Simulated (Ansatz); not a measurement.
# Nb3Sn (Pm-3n) in Ansatz: further runs, part 3 of 3

Ansatz 0.2.0. Earlier steps stand in the parts before.

## (5) Relaxation of cell and atoms, PBEsol, target pressure 10 GPa, at which the enthalpy is minimised

The input, input.yaml:

```yaml
crystal:
  lattice:
    - [5.2821, 0.0, 0.0]
    - [0.0, 5.2821, 0.0]
    - [0.0, 0.0, 5.2821]
  atoms:
    - { symbol: Sn, position: [0.5, 0.5, 0.5] }
    - { symbol: Sn, position: [0.0, 0.0, 0.0] }
    - { symbol: Nb, position: [0.0, 0.5, 0.25] }
    - { symbol: Nb, position: [0.0, 0.5, 0.75] }
    - { symbol: Nb, position: [0.5, 0.25, 0.0] }
    - { symbol: Nb, position: [0.75, 0.0, 0.5] }
    - { symbol: Nb, position: [0.5, 0.75, 0.0] }
    - { symbol: Nb, position: [0.25, 0.0, 0.5] }
hamiltonian:
  xc: pbesol
  pseudopotentials: { kind: paw }
kpoints:
  mp_grid: { grid: [5, 5, 5] }
scf:
  occupations: { method: fermi_dirac, width: 0.05 }
output:
  forces: true
  stress: true
  eigenvalues: true
  write_density: true
  write_potential: true
  elf: true
  volumetric_format: npy
relax:
  f_tol: 0.01
  max_steps: 40
  cell: { stress_tol: 0.05, p_target: 10.0 }
```

Started as:

```console
$ ansatz run input.yaml --threads 4 --pin off --max-ram 11264MiB --backend cpu --events-out ev --progress --plain --runs-dir out
```

Wall time 9.9 s (4 threads of Arm Neoverse V2, shared host); peak memory 0.57 GiB.

Results (log left out):

- Free energy: -38873.8080 eV
- Relaxed volume: 17.29 Å³/atom
- Relaxed cell: a = 5.171 Å, b = 5.171 Å, c = 5.171 Å, α = 90.00°, β = 90.00°, γ = 90.00°
- Space group after relaxing (to 0.05 Å): Pm-3n (No. 223)
- Energy change on relaxing (the enthalpy is what falls): +25.3 meV/atom
- Ionic steps: 5
- Pressure after relaxing: 10.0 GPa
- Band gap on the k mesh: none (metal or under the smearing width)

The path:
```csv
step,energy change (eV),largest force (eV/Å),volume (Å³)
1,0.0000,0.0000,147.37
2,0.1353,0.0000,139.45
3,0.2070,0.0000,138.19
4,0.1998,0.0000,138.31
5,0.2022,0.0000,138.31
```

Final structure:
```yaml
crystal:
  lattice:
    - [5.17148, 0.00000, 0.00000]
    - [0.00000, 5.17148, 0.00000]
    - [0.00000, 0.00000, 5.17148]
  atoms:
    - { symbol: Sn, position: [0.50000, 0.50000, 0.50000] }
    - { symbol: Sn, position: [0.00000, 0.00000, 0.00000] }
    - { symbol: Nb, position: [0.00000, 0.50000, 0.25000] }
    - { symbol: Nb, position: [0.00000, 0.50000, 0.75000] }
    - { symbol: Nb, position: [0.50000, 0.25000, 0.00000] }
    - { symbol: Nb, position: [0.75000, 0.00000, 0.50000] }
    - { symbol: Nb, position: [0.50000, 0.75000, 0.00000] }
    - { symbol: Nb, position: [0.25000, 0.00000, 0.50000] }
```

Levels at points of the mesh, in eV from the Fermi level:
```tsv
k point	band 49	band 50	band 51	band 52	band 53	band 54	band 55	band 56	band 57	band 58
(0.00, 0.00, 0.00)	-1.55	-0.59	-0.59	-0.59	-0.05	-0.05	2.57	2.57	2.57	2.86
```

Caveat: the plane-wave basis is chosen anew once the cell has moved, so the energies of steps on either side of that aren't comparable; the PAW data sets come from PBE, with cores solved anew for the run's functional, which leaves a small shift of forces and pressure.

## (6) Relaxation of cell and atoms, PBEsol, target pressure 20 GPa, at which the enthalpy is minimised

Changes to input.yaml since step 5:

```diff
@@ -25,6 +25,2 @@
   eigenvalues: true
-  write_density: true
-  write_potential: true
-  elf: true
-  volumetric_format: npy
 relax:
@@ -32,2 +28,2 @@
   max_steps: 40
-  cell: { stress_tol: 0.05, p_target: 10.0 }
+  cell: { stress_tol: 0.05, p_target: 20.0 }
```

Potentials or basis: Ansatz PAW.

Started as:

```console
$ ansatz run input.yaml --threads 4 --pin off --max-ram 11264MiB --backend cpu --events-out ev --progress --plain --runs-dir out
```

It took 8.9 s on 4 threads of Arm Neoverse V2, shared host; peak memory 0.57 GiB.

The run converged. Its results:

| Item | Value |
| --- | --- |
| Free energy | -38873.2813 eV |
| Relaxed volume | 16.58 Å³/atom |
| Relaxed cell | a = 5.100 Å, b = 5.100 Å, c = 5.100 Å, α = 90.00°, β = 90.00°, γ = 90.00° |
| Space group after relaxing (to 0.05 Å) | Pm-3n (No. 223) |
| Energy change on relaxing (the enthalpy is what falls) | +91.1 meV/atom |
| Ionic steps | 6 |
| Pressure after relaxing | 20.0 GPa |
| Band gap on the k mesh | none (metal or under the smearing width) |

The path:
| step | energy change (eV) | largest force (eV/Å) | volume (Å³) |
| --- | --- | --- | --- |
| 1 | 0.0000 | 0.0000 | 147.37 |
| 2 | 1.6587 | 0.0000 | 126.85 |
| 3 | 0.6140 | 0.0000 | 133.55 |
| 4 | 0.7180 | 0.0000 | 132.67 |
| 5 | 0.7251 | 0.0000 | 132.61 |
| 6 | 0.7290 | 0.0000 | 132.61 |

Final structure:
```
Sn Nb
1.0
     5.09952    0.00000    0.00000
     0.00000    5.09952    0.00000
     0.00000    0.00000    5.09952
Sn Nb
2 6
Direct
  0.50000 0.50000 0.50000
  0.00000 0.00000 0.00000
  0.00000 0.50000 0.25000
  0.00000 0.50000 0.75000
  0.50000 0.25000 0.00000
  0.75000 0.00000 0.50000
  0.50000 0.75000 0.00000
  0.25000 0.00000 0.50000
```

Levels at points of the mesh, in eV from the Fermi level:
| k point | band 50 | band 51 | band 52 | band 53 | band 54 | band 55 | band 56 | band 57 |
| --- | --- | --- | --- | --- | --- | --- | --- | --- |
| (0.00, 0.00, 0.00) | -0.63 | -0.63 | -0.63 | -0.07 | -0.07 | 2.67 | 2.67 | 2.67 |

Caveat: the plane-wave basis is chosen anew once the cell has moved, so the energies of steps on either side of that aren't comparable; the PAW data sets come from PBE, with cores solved anew for the run's functional, which leaves a small shift of forces and pressure.

## (7) Relaxation of cell and atoms, PBEsol, target pressure 30 GPa, at which the enthalpy is minimised

Changes to input.yaml since step 6:

```diff
@@ -28,2 +28,2 @@
   max_steps: 40
-  cell: { stress_tol: 0.05, p_target: 20.0 }
+  cell: { stress_tol: 0.05, p_target: 30.0 }
```

Potentials or basis: Ansatz PAW.

Started as:

```console
$ ansatz run input.yaml --threads 4 --pin off --max-ram 11264MiB --backend cpu --events-out ev --progress --plain --runs-dir out
```

Output:

```text
Warning: RAYON_NUM_THREADS=4 ignored (pool sized by the plan → 4); use --threads N
Engine: ansatz 0.2.0, aarch64-unknown-linux-gnu
Pseudopotentials: kind: paw
Pseudopotential: Sn, paw, valence charge 14, recommended cutoff 420 eV (normal), Sn.paw.azcp
Pseudopotential: Nb, paw, valence charge 13, recommended cutoff 420 eV (normal), Nb.paw.azcp
Functional definition: PBEsol
  exchange = pbesol_x
  correlation = pbesol_c
Crystal: 8 atoms, lattice volume = 147.374 Å³
Basis set: ecut = 420 eV, 2897 PW (Γ), exchange–correlation on 72×72×72 points (8 copies of the dense FFT grid, shifted against one another)
Bands: 64, of which v1, the nominal top of the filled ones, is band 53 counted from 1 (52 counted from 0)
[... 120 lines left out ...]
  k-point 2: bands = ["-34.0286", "-33.9893", "-33.8428", "-33.7266", "-33.5862", "-33.5862", "-11.4705", "-11.4343", "-10.5970", "-10.4601", "-10.4601", "-10.2415", "-10.0585", "-9.9862", "-9.9862", "-9.8333", "-9.8101", "-9.7728", "-9.7646", "-9.7646", "-9.6994", "-9.6994", "-8.8541", "-8.8541", "-0.7199", "-0.7100", "-0.7017", "-0.6943", "-0.6864", "-0.6864", "-0.6577", "-0.6572", "-0.6545", "-0.6545", "11.0701", "11.5435", "15.1935", "15.5629", "16.2826", "16.2826", "16.6872", "16.6872", "17.7389", "17.7929", "18.1043", "18.3951", "18.3951", "18.8406", "19.1947", "19.1947", "19.2236", "19.3510", "19.7508", "20.0814", "21.5829", "22.6149", "22.6149", "23.0392", "23.3229", "23.4174", "23.5103", "23.5103", "23.9499", "24.5065"]
  k-point 9: bands = ["-33.8786", "-33.8513", "-33.8513", "-33.7364", "-33.7364", "-33.7224", "-10.6715", "-10.6715", "-10.6369", "-10.3597", "-10.3578", "-10.1615", "-10.1615", "-10.0098", "-9.9606", "-9.8925", "-9.8925", "-9.8045", "-9.8045", "-9.7590", "-9.7590", "-9.7174", "-9.7174", "-9.7165", "-0.7003", "-0.7003", "-0.7000", "-0.7000", "-0.6883", "-0.6883", "-0.6848", "-0.6838", "-0.6783", "-0.6783", "12.0531", "12.0947", "15.7980", "16.0409", "16.0409", "16.7219", "16.7219", "17.0824", "18.0831", "18.0831", "18.1192", "18.6476", "18.6476", "18.8252", "19.8168", "19.8168", "20.0609", "20.0609", "20.0830", "20.1738", "20.2949", "20.2949", "21.2087", "21.2087", "22.8642", "22.9787", "22.9787", "23.2461", "23.2766", "23.6331"]
--- Relaxed structure (4 steps of the walk, 4 accepted, 1 SCFs on fresh bases) ---
  F+E_penalty+E_count = -38872.55140373 eV   max|allowed force component| = 4.402e-17 eV/Å   (the final SCF, on the basis selected at the relaxed cell)
  cell:  # Å, volume = 127.9077 Å³
    - [5.0384723487771, 6.355568816477878e-33, 2.0543252740130515e-33]
    - [6.869150134981142e-33, 5.0384723487771, -5.135813185032629e-34]
    - [2.0543252740130515e-33, -5.456801509097167e-34, 5.0384723487771]
  atoms:
    - { symbol: Sn, position: [0.5, 0.5, 0.5] }
    - { symbol: Sn, position: [-1.602487594214636e-34, 1.9903095615392767e-34, 4.415253009279299e-36] }
    - { symbol: Nb, position: [6.374224808154447e-35, 0.5, 0.25] }
    - { symbol: Nb, position: [1.3607762298760062e-35, 0.5, 0.75] }
    - { symbol: Nb, position: [0.5, 0.25, 2.8722882479720186e-35] }
    - { symbol: Nb, position: [0.75, -6.835296802092208e-35, 0.5] }
    - { symbol: Nb, position: [0.5, 0.75, -1.9892376461161568e-35] }
    - { symbol: Nb, position: [0.25, 7.749280880172335e-35, 0.5] }
```

Run time: 7.3 s. Hardware: 4 threads of Arm Neoverse V2, shared host; peak memory 0.57 GiB.

Results:

```
Free energy                                            : -38872.5514 eV
Relaxed volume                                         : 15.99 Å³/atom
Relaxed cell                                           : a = 5.038 Å, b = 5.038 Å, c = 5.038 Å, α = 90.00°, β = 90.00°, γ = 90.00°
Space group after relaxing (to 0.05 Å)                 : Pm-3n (No. 223)
Energy change on relaxing (the enthalpy is what falls) : +182.4 meV/atom
Ionic steps                                            : 5
Pressure after relaxing                                : 30.0 GPa
Band gap on the k mesh                                 : none (metal or under the smearing width)
```

The path:
```csv
step,energy change (eV),largest force (eV/Å),volume (Å³)
1,0.0000,0.0000,147.37
2,1.6587,0.0000,126.85
3,1.4125,0.0000,128.13
4,1.4537,0.0000,127.91
5,1.4589,0.0000,127.91
```

Final structure:
```
CELL_PARAMETERS angstrom
5.03847 0.00000 0.00000
0.00000 5.03847 0.00000
0.00000 0.00000 5.03847
ATOMIC_POSITIONS crystal
Sn 0.50000 0.50000 0.50000
Sn 0.00000 0.00000 0.00000
Nb 0.00000 0.50000 0.25000
Nb 0.00000 0.50000 0.75000
Nb 0.50000 0.25000 0.00000
Nb 0.75000 0.00000 0.50000
Nb 0.50000 0.75000 0.00000
Nb 0.25000 0.00000 0.50000
```

Levels at points of the mesh, in eV from the Fermi level:
| k point | band 50 | band 51 | band 52 | band 53 | band 54 | band 55 | band 56 | band 57 |
| --- | --- | --- | --- | --- | --- | --- | --- | --- |
| (0.00, 0.00, 0.00) | -0.68 | -0.68 | -0.68 | -0.09 | -0.09 | 2.75 | 2.75 | 2.75 |

Caveat: the plane-wave basis is chosen anew once the cell has moved, so the energies of steps on either side of that aren't comparable; the PAW data sets come from PBE, with cores solved anew for the run's functional, which leaves a small shift of forces and pressure.

## (8) The runs side by side

| cell | target pressure (GPa) | gap on the mesh (eV) | pressure (GPa) |
| --- | --- | --- | --- |
| relaxed | 0 | none | 0.0 |
| relaxed to 2 GPa | 2 | none | 2.0 |
| relaxed to 5 GPa | 5 | none | 5.0 |
| relaxed to 10 GPa | 10 | none | 10.0 |
| relaxed to 20 GPa | 20 | none | 20.0 |
| relaxed to 30 GPa | 30 | none | 30.0 |

Alike in all rows: task relaxation of cell and atoms; level PBEsol; potentials or basis Ansatz PAW; no spin polarisation; k mesh 5 × 5 × 5; cutoff (eV) 420; smearing fermi-dirac 0.05 eV.

Caveats: the plane-wave basis is chosen anew once the cell has moved, so the energies of steps on either side of that aren't comparable; the PAW data sets come from PBE, with cores solved anew for the run's functional, which leaves a small shift of forces and pressure.

Total energies depend on the potentials used, so only differences within one code and one set of settings carry meaning.
